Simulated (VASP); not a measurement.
# AlN, relaxation of the atoms: which settings are enough?

AlN, P1 (no. 1), 8 atoms in the cell. PBE, relaxation of the atoms; PAW potentials Al, N (PBE set). VASP 6.6.1.

Wanted: energy within 1 meV/atom; two shortest distances of each atom within 0.01 Å.

POSCAR:
```
AlN
1.0
    3.3121157400      0.0000000000      0.0000000000
   -1.6560578700      2.8683763700      0.0000000000
    0.0000000000      0.0000000000      8.3751260000
Al N
4 4
Direct
    0.6851750000      0.3433650000      0.1257390000
    0.6516980000      0.3453880000      0.6266990000
    0.3304770000      0.6708900000      0.3760220000
    0.3411860000      0.6575400000      0.8775290000
    0.6506510000      0.3195850000      0.3690180000
    0.6810300000      0.3244800000      0.8705870000
    0.3152290000      0.6506410000      0.1230730000
    0.3445540000      0.6881100000      0.6313340000
```

The series start from Force threshold EDIFFG (eV/Å): -0.02; Electronic threshold EDIFF (eV): 1e-6; Relaxation method: conjugate gradient, POTIM 0.5; Mixing and least electronic steps: default. Each series keeps the choices made before it, and each single choice may use up half of a tolerance.

## Force threshold EDIFFG (eV/Å)

| Force threshold EDIFFG (eV/Å) | Energy less reference (meV/atom) | Two shortest distances of each atom, largest deviation (Å) | Time (s) |
|---|---|---|---|
| -0.1 | 0.1 | 0.002 | 29 |
| -0.05 | 0.1 | 0.001 | 27 |
| -0.03 | 0.0 | 0.000 | 29 |
| -0.02 | 0.0 | 0.000 | 33 |
| -0.01 | 0.0 | 0.000 | 38 |
| -0.005 | 0.0 | 0.000 | 40 |
| -0.002 (reference) | 0.0 | 0.000 | 48 |

## Electronic threshold EDIFF (eV)

| Electronic threshold EDIFF (eV) | Energy less reference (meV/atom) | Two shortest distances of each atom, largest deviation (Å) | SCF iterations | Time (s) |
|---|---|---|---|---|
| 0.001 | 0.0 | 0.001 | 44 | 20 |
| 0.0001 | 0.0 | 0.000 | 43 | 19 |
| 1e-5 | 0.0 | 0.000 | 53 | 22 |
| 1e-6 | 0.0 | 0.000 | 64 | 29 |
| 1e-7 (reference) | 0.0 | 0.000 | 76 | 36 |

## Relaxation method

| Relaxation method | Energy less reference (meV/atom) | Two shortest distances of each atom, largest deviation (Å) | SCF iterations | Time (s) |
|---|---|---|---|---|
| conjugate gradient, POTIM 0.5 | 0.0 | 0.000 | 44 | 20 |
| conjugate gradient, POTIM 0.2 | 0.0 | 0.001 | 41 | 20 |
| conjugate gradient, POTIM 1.0 | 0.0 | 0.001 | 46 | 21 |
| quasi-Newton, POTIM 0.5 | -0.1 | 0.001 | 29 | 12 |
| quasi-Newton, POTIM 0.3, 10 steps kept | 0.2 | 0.001 | 25 | 10 |
| quasi-Newton, POTIM 0.5, at least 5 electronic steps | 0.2 | 0.001 | 32 | 12 |
| damped dynamics, POTIM 0.2, SMASS 0.4 | -0.1 | 0.001 | 59 | 26 |
| damped dynamics, POTIM 0.4, SMASS 0.8 | -0.1 | 0.002 | 40 | 17 |
| velocity quench, POTIM 0.1 | 0.1 | 0.002 | 32 | 13 |

## Mixing and least electronic steps

| Mixing and least electronic steps | Energy less reference (meV/atom) | Two shortest distances of each atom, largest deviation (Å) | SCF iterations | Time (s) |
|---|---|---|---|---|
| default | 0.0 | 0.000 | 25 | 10 |
| MAXMIX 40 | -0.2 | 0.002 | 28 | 12 |
| NELMIN 4 | 0.0 | 0.002 | 28 | 11 |
| NELMIN 4, MAXMIX 40 | 0.0 | 0.002 | 28 | 11 |
| ALGO Fast | 0.2 | 0.001 | 27 | 10 |

## Question

The rows run from the loosest to the tightest (no order: relaxation method, mixing and least electronic steps). For each series: choose the loosest value from which every tighter one stays within half of the tolerance; where there is no order, keep the first row unless others stay within half of the tolerance and take at least 30 % less time, and then take the fastest.

## Answer

- Force threshold EDIFFG (eV/Å): -0.1
- Electronic threshold EDIFF (eV): 0.001
- Relaxation method: quasi-Newton, POTIM 0.3, 10 steps kept
- Mixing and least electronic steps: default

## All choices together

| Input | Energy less reference (meV/atom) | Two shortest distances of each atom, largest deviation (Å) | Time (s) |
|---|---|---|---|
| program defaults (naive) | 0.0 | 0.004 | 21 |
| chosen settings | 0.4 | 0.002 | 10 |
| reference settings throughout | 0.0 | 0.000 | 54 |

The tolerance is met.

## The input

INCAR:
```
PREC = Normal
ENCUT = 500
EDIFF = 0.001
ISMEAR = 0
SIGMA = 0.05
LREAL = F
LASPH = T
NELM = 100
ALGO = Normal
LWAVE = F
LCHARG = F
IBRION = 1
NSW = 150
ISIF = 2
EDIFFG = -0.1
POTIM = 0.3
KPAR = 8
NFREE = 10
```

KPOINTS:
```
k-points
0
Gamma
  6 6 2
```

Commands:
```
cat potpaw_PBE.64/Al/POTCAR potpaw_PBE.64/N/POTCAR > POTCAR
mpirun -np 8 vasp_std > vasp.out
```

The naive input happens to agree within the tolerance here, in 21 s.

Limits: the start was distorted on purpose (atoms moved at random), so the space group given is the start's and not the crystal's.

The chosen input took VASP 6.6.1 10 s on 8 cores (Intel Xeon Platinum 8375C @ 2.90GHz (Ice Lake)), a shared host.

## An input that fails: ionic step far too long

VASP's message: internal error in: us.F  at line: 1398 internal ERROR SETYLM_AUG: -9 11 351 27 -10 10 10 If you are not a developer, you should not encounter this problem. Please submit a bug report.

Changes against the starting input:
```
- NELM = 100
- IBRION = 2
- NSW = 150
- POTIM = 0.5
+ NELM = 60
+ IBRION = 3
+ NSW = 30
+ POTIM = 5.0
+ SMASS = 0.4
```
